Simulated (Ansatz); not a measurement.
## AlGa₃N₄: what the electron mass says about interband coupling

The calculation used Ansatz 0.2.0, DFT r2SCAN, scalar-relativistic, plane waves, PAW.

Settings: cutoff 500 eV, Γ-centred mesh 6×6×6 on the computed 8-atom cell, Gaussian smearing of 0.02 eV; no spin polarisation.

Relaxed cell: P-43m, a = 4.465 Å, b = 4.465 Å, c = 4.465 Å, α = 90.00°, β = 90.00°, γ = 90.00°, 8 atoms in the primitive cell. Whether it is the stable form of this composition wasn't checked.

The direct gap at Γ is 2.817 eV, and at Γ the conduction band has a mass of 0.2198 mₑ and the lightest hole 0.2307 mₑ, both along x.

Q: Use two-band k·p theory to get the Kane energy. As an exercise, what mass follows if the true gap is 1.5 times the computed one (semilocal functionals can miss by more, threefold or worse in zinc and cadmium oxides)?

A: Coupling to the valence top alone gives mₑ/m* = 1 + E_P/E_g, so E_P = E_g (mₑ/m* − 1) = 2.817 × (4.55 − 1) = 10.0 eV. The light hole is the mirror band, mₑ/mₗₕ = E_P/E_g − 1, and gives 15.0 eV; the spread shows what other bands add. Fits to experiment give about 15 to 31 eV for common tetrahedral semiconductors; the figure from the electron is a net one, lowered by higher conduction bands, and semilocal functionals tend to give less. With E_P fixed and E_g = 4.23 eV the mass becomes 0.297 mₑ: in this model the mass grows with the gap, in proportion where E_P ≫ E_g, which is why functionals that close gaps give light electrons. A correction that opens the gap also strengthens the coupling, so the true mass usually rises less. Remote bands and spin-orbit splitting are left out of the model.